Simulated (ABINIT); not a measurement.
# C (Fd-3m) in ABINIT: further runs, part 2 of 2

ABINIT 10.8.3 (patched build). The steps go on from the part before.

**5. Band structure, rSCAN**

File run.abi:

```
# Datasets: ground state, then fixed potential
ndtset 2

# Pseudopotentials
pp_dirpath "./"
pseudos "C.GGA_PBE-JTH.xml"

# Structure
acell 3*1.0 Angstrom
rprim
     0.0000000000     1.7833700000     1.7833700000
     1.7833700000     0.0000000000     1.7833700000
     1.7833700000     1.7833700000     0.0000000000
ntypat 1
znucl 6
natom 2
typat 1 1
xred
     0.7500000000     0.7500000000     0.7500000000
     0.5000000000     0.5000000000     0.5000000000

# Plane-wave basis
ecut 24.0
pawecutdg 46.0

# Exchange and correlation
ixc -493494
usekden 1
pawxcdev 0

# Bands and occupations
occopt 3
tsmear 0.00183747

# SCF cycle
nstep 100

# Output
iomode 3
prtwf 0
prteig 0
prtebands 0
prtden1 1
prtkden1 1
prtvha1 1
prtvclmb1 1
prtpot1 1

# Dataset 1
kptopt1 1
ngkpt1 13 13 13
nshiftk1 1
shiftk1 0.0 0.0 0.0
nband1 8
tolvrs1 1.0e-8

# Dataset 2: bands along G-X-W-K-G-L-U-W-L-K
iscf2 -2
getden2 1
getkden2 1
nband2 12
nbdbuf2 2
tolwfr2 1.0e-12
kptopt2 -9
ndivsm2 6
prteig2 1
kptbounds2
     0.0000000000     0.0000000000     0.0000000000
     0.5000000000     0.0000000000     0.5000000000
     0.5000000000     0.2500000000     0.7500000000
     0.3750000000     0.3750000000     0.7500000000
     0.0000000000     0.0000000000     0.0000000000
     0.5000000000     0.5000000000     0.5000000000
     0.6250000000     0.2500000000     0.6250000000
     0.5000000000     0.2500000000     0.7500000000
     0.5000000000     0.5000000000     0.5000000000
     0.3750000000     0.3750000000     0.7500000000
```

Potentials or basis: JTH PAW PBE v2.0.

The run is started by

```sh
$ abinit run.abi > log 2>&1
```

run.abo:

```text
.Version 10.8.3 of ABINIT
 DATASET    1 : space group Fd -3 m (#227); Bravais cF (face-center cubic)
================================================================================
 Values of the parameters that define the memory need for DATASET  1.
     intxc =       0    ionmov =       0      iscf =      17    lmnmax =       8
     lnmax =       4     mgfft =      24  mpssoang =       2    mqgrid =    3001
     natom =       2  nloc_mem =       2    nspden =       1   nspinor =       1
    nsppol =       1      nsym =      48    n1xccc =       1    ntypat =       1
    occopt =       3   xclevel =       2
       mpw =         444          nfft =       13824          nkpt =          84
 PAW method is used; the additional fine FFT grid is defined by:
   mgfftf=        30    nfftf =     27000
================================================================================
================================================================================

[... 1207 lines left out ...]
   1.08016    1.32557    1.34191    1.68008
 kpt# 103, nband= 12, wtk=  1.00000, kpt=  0.3750  0.3750  0.7500 (reduced coord)
  -0.13545   -0.08481    0.01592    0.16488    0.59193    0.78779    0.93010    0.97850
   1.09696    1.32089    1.36435    1.69206

== END DATASET(S) ==============================================================
================================================================================

 -outvars: echo values of variables after computation  --------
            acell      1.8897261259E+00  1.8897261259E+00  1.8897261259E+00 Bohr
           etotal1    -1.1444349910E+01
            fcart1     0.0000000000E+00  0.0000000000E+00 -2.5567530923E-27
                       0.0000000000E+00  0.0000000000E+00  2.5567530923E-27
            rprim      0.0000000000E+00  1.7833700000E+00  1.7833700000E+00
                       1.7833700000E+00  0.0000000000E+00  1.7833700000E+00
                       1.7833700000E+00  1.7833700000E+00  0.0000000000E+00
           strten1     5.3929366346E-05  5.3929366346E-05  5.3929366346E-05
                       0.0000000000E+00  0.0000000000E+00  0.0000000000E+00
           xangst      2.6750550000E+00  2.6750550000E+00  2.6750550000E+00
                       1.7833700000E+00  1.7833700000E+00  1.7833700000E+00
             xred      7.5000000000E-01  7.5000000000E-01  7.5000000000E-01
                       5.0000000000E-01  5.0000000000E-01  5.0000000000E-01
 Calculation completed.
```

Wall time 48 s (1 thread of Arm Neoverse V2, shared host); peak memory 0.12 GiB.

Results:

| Item | Value |
| --- | --- |
| Free energy | -311.4166 eV |
| Pressure | -1.6 GPa |
| Band gap on the k mesh | 4.36 eV, indirect (least direct gap 5.86 eV) |
| Band gap along the path | 4.34 eV, indirect (least direct gap 5.86 eV) |

Levels at the corners of the path, in eV from the valence-band top:
```
point  band 1  band 2  band 3  band 4  band 5  band 6  band 7  band 8
    Γ  -22.61    0.00    0.00    0.00    5.86    5.86    5.86   13.79
    X  -13.52  -13.52   -6.61   -6.61    5.02    5.02   17.83   17.83
    W  -12.75  -12.74   -8.67   -8.67   11.26   11.26   12.89   12.89
    K  -13.81  -12.43   -9.69   -5.64    5.98   11.31   15.19   16.50
    Γ  -22.61    0.00    0.00    0.00    5.86    5.86    5.86   13.79
    L  -16.67  -13.98   -2.96   -2.96    8.89    8.89    9.12   16.70
    U  -13.81  -12.43   -9.69   -5.64    5.98   11.31   15.19   16.50
    W  -12.75  -12.74   -8.67   -8.67   11.26   11.26   12.89   12.89
    L  -16.67  -13.98   -2.96   -2.96    8.89    8.89    9.12   16.70
    K  -13.81  -12.43   -9.69   -5.64    5.98   11.31   15.19   16.50
```

Caveat: totals of a meta-GGA on PAW files have another zero than those of a GGA; the PAW data sets were made with another functional, which shifts forces and pressure a little; the atomic spheres overlap.

**6. Summary**

```csv
task,level,potentials or basis,cutoff (eV),fine-grid cutoff,gap on the mesh (eV),pressure (GPa)
band structure,RPBE,JTH PAW PBE v2.0,544,1088.46 eV,4.14,7.2
equation of state,LDA-VWN,JTH PAW LDA v2.0,544,1088.46 eV,-,-
band structure,rSCAN,JTH PAW PBE v2.0,653,1251.72 eV,4.36,-1.6
```

Alike in all rows: no spin polarisation; cell as given; k mesh 13 × 13 × 13; smearing fermi-dirac 0.05 eV.

Caveats: the atomic spheres overlap; the PAW data sets were made with another functional, which shifts forces and pressure a little (some runs); pressures at fixed basis lie under the slope of the energies (some runs); totals of a meta-GGA on PAW files have another zero than those of a GGA (some runs).

Absolute energies hang on the potentials; compare differences alone.

**7. Comparison with measurements**

Step 4. Measured bulk modulus of C: 444.8 GPa (quoted in “Equation of state of cubic boron nitride at high pressures and temperatures”, 2007, arxiv:cond-mat/0702656). This calculation gives 470 GPa (+5.6 %). 3 values of this kind are on record (442 to 444.8 GPa); this one was drawn at random among those near their median, those with a stated uncertainty first. The fit is for a static lattice scaled at fixed shape and fixed fractional positions. The cell as given is a measured one (5.67 Å³/atom); LDA-VWN puts the equilibrium volume -3.1 % from it, thermal expansion not counted.
